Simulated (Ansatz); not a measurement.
The cell is Li2O in the antifluorite structure; cell and atoms were relaxed with r2SCAN. The symmetry is Fm-3m (No. 225, cubic); a = 4.573 Å in the conventional setting, 7.97 Å³ an atom. Around O lie 8 Li at 1.98 Å; around Li lie 4 O at 1.98 Å.

```yaml
crystal:
  lattice:
    - [0.00000, 2.28637, 2.28637]
    - [2.28637, 0.00000, 2.28637]
    - [2.28637, 2.28637, 0.00000]
  atoms:
    - { symbol: O, position: [0.00000, 0.00000, 0.00000] }
    - { symbol: Li, position: [0.25000, 0.25000, 0.25000] }
    - { symbol: Li, position: [0.75000, 0.75000, 0.75000] }
```

4 runs of the plane-wave code Ansatz on this cell differ in the functional (and in the settings that go with it). Levels are in eV from each run's valence top; v1 is the last filled band, c1 the first empty one.

Run A, mean stress +3.0 GPa (compression positive):
```
point      v4     v3     v2     v1    c1     c2
    Γ  -15.49   0.00   0.00   0.00  5.49  12.12
    X  -15.22  -1.63  -1.43  -1.43  5.05  13.83
    U  -15.22  -2.08  -1.54  -1.13  6.66  11.89
    L  -15.27  -2.84  -0.46  -0.46  9.42  10.12
    W  -15.21  -1.89  -1.53  -1.53  7.29  10.66
```

Run B, mean stress -0.3 GPa (compression positive):
```
point      v4     v3     v2     v1     c1     c2
    Γ  -16.96   0.00   0.00   0.00   7.16  14.04
    X  -16.66  -1.78  -1.52  -1.52   6.65  16.03
    U  -16.66  -2.18  -1.68  -1.20   8.33  13.95
    L  -16.71  -3.02  -0.50  -0.50  11.33  12.03
    W  -16.65  -1.95  -1.65  -1.65   8.97  12.62
```

Run C, mean stress -0.3 GPa (compression positive):
```
point      v4     v3     v2     v1     c1     c2
    Γ  -16.99   0.00   0.00   0.00   7.89  14.82
    X  -16.68  -1.80  -1.53  -1.53   7.39  16.81
    U  -16.68  -2.21  -1.70  -1.21   9.07  14.73
    L  -16.73  -3.06  -0.50  -0.50  12.09  12.80
    W  -16.67  -1.97  -1.67  -1.67   9.72  13.40
```

Run D, mean stress 0.0 GPa (compression positive):
```
point      v4     v3     v2     v1     c1     c2
    Γ  -16.45   0.00   0.00   0.00   6.20  13.24
    X  -16.18  -1.65  -1.42  -1.42   5.77  15.00
    U  -16.18  -2.05  -1.56  -1.11   7.40  12.92
    L  -16.23  -2.83  -0.46  -0.46  10.28  11.04
    W  -16.17  -1.84  -1.53  -1.53   8.02  11.63
```

Q: Match the runs to PBE, r2SCAN, HSE06, PBE0.

A: A is PBE, B is HSE06, C is PBE0, D is r2SCAN. In order of the gap: PBE 5.05, r2SCAN 5.77, HSE06 6.65, PBE0 7.39 eV.

No spin polarisation and no zero-point or thermal motion.

The stress of a hybrid is loosely converged in these runs.

The meshes of the hybrids are coarse, so their gaps aren't converged to the digits shown.
